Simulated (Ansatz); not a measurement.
Structure types of CdS were relaxed at one common pressure (all-electron LAPW in Ansatz 0.2.0 under PBE, scalar-relativistic, no spin polarisation, zero temperature). They take these volumes:

```
      type  space group  V (Å³/atom)
  rocksalt        Fm-3m        19.29
      CsCl        Pm-3m        18.40
zincblende        F-43m        23.70
  wurtzite       P6_3mc        23.70
      NiAs     P6_3/mmc        19.58
```

Task: At about which pressure, and is the densest type also the lowest in enthalpy?

Result: 6.2 GPa. The densest is CsCl, and it is 474 meV/atom above rocksalt: its gain in pV doesn't pay for its higher energy here.
